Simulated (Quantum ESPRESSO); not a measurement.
SnO2 (Cassiterite): equation of state with LDA

Crystal: SnO2 (Cassiterite).

```
Sn O
1.0
     4.73800    0.00000    0.00000
     0.00000    4.73800    0.00000
     0.00000    0.00000    3.18650
Sn O
2 4
Direct
  0.50000 0.50000 0.50000
  0.00000 0.00000 0.00000
  0.80710 0.19290 0.50000
  0.69290 0.69290 0.00000
  0.19290 0.80710 0.50000
  0.30710 0.30710 0.00000
```

```json
{
 "Program": "Quantum ESPRESSO 7.5",
 "Task": "equation of state",
 "Functional": "LDA",
 "Potentials or basis": "GBRV 1.5 LDA",
 "Cutoff": "925 eV",
 "Density cutoff": "7401 eV",
 "k mesh": "5 × 5 × 7",
 "Occupations": "fermi-dirac, width 0.05 eV",
 "Spin": "no spin polarisation"
}
```

```json
{
  "Equilibrium volume": "11.93 Å³/atom",
  "Bulk modulus at fixed shape and positions": "215 GPa",
  "Pressure derivative of the bulk modulus": "4.8"
}
```

Energy against volume, from the lowest point:
```csv
volume (Å³/atom),energy (meV/atom)
11.207,33.00
11.445,14.18
11.684,3.48
11.922,0.00
12.161,2.93
12.399,11.57
12.637,25.30
```

All runs of the series together: 5 min on 2 threads of Arm Neoverse V1, on a shared host.

Caveat: the cell was scaled at fixed shape and fractional positions, which overstates the stiffness of a crystal with free parameters, most of all of layers and chains.
